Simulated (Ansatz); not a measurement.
## Stress against strain in CuI

```yaml
crystal:
  lattice:
    - [3.73317, -3.71109, 0.00000]
    - [3.73317, 3.71109, 0.00000]
    - [0.00000, 0.00000, 4.30700]
  atoms:
    - { symbol: Cu, position: [0.42044, 0.57956, 0.75000] }
    - { symbol: Cu, position: [0.57956, 0.42044, 0.25000] }
    - { symbol: I, position: [0.77004, 0.22996, 0.75000] }
    - { symbol: I, position: [0.22996, 0.77004, 0.25000] }
```

Atom numbers follow the list: Cu1, Cu2, I3, I4.

Structure from Materials Project entry mp-1007922 (possibly hypothetical), not relaxed further.

No spin–orbit coupling, which matters for the heavy atoms here.

The calculation used DFT, PBE, all-electron LAPW, scalar-relativistic (Ansatz 0.2.0).

Numerical set-up: a Γ-centred 5×5×6 k mesh, Fermi–Dirac smearing of 0.02 eV, basis error target 0.5 meV/atom, no spin polarisation.

The strain is applied along the Cartesian axes of the cell as listed (the other components stay zero). Fractional coordinates are held (clamped ions).

σ is the change of stress from the unstrained cell, which is at 1.35 GPa; tension is positive, so slopes are stress–strain coefficients at that pressure.

Only quantities that a quadratic follows smoothly over the whole series are listed; rougher ones are left out.

```tsv
εxx = εyy	σzz (GPa)	σxx (GPa)
-0.0300	-2.20	-0.48
-0.0100	-0.67	-0.14
0.0000	0.00	0.00
0.0100	0.62	0.12
0.0200	1.19	0.23
0.0300	1.71	0.33
```

Task: Fit the series and read off the stiffness at zero strain.

Result: Least-squares fits y = p0 + p1 x + p2 x² to the rows give σzz (GPa): p1 = 65.1, p2 = -270; σxx (GPa): p1 = 13.4, p2 = -82. So C13 + C23 = 65 GPa and C11 + C12 = 13 GPa, for these axes.

Task: One run, at εxx = εyy = -0.0200, is withheld. Predict its row.

Result: The fits give -1.41, -0.30; the run gave -1.41, -0.30.
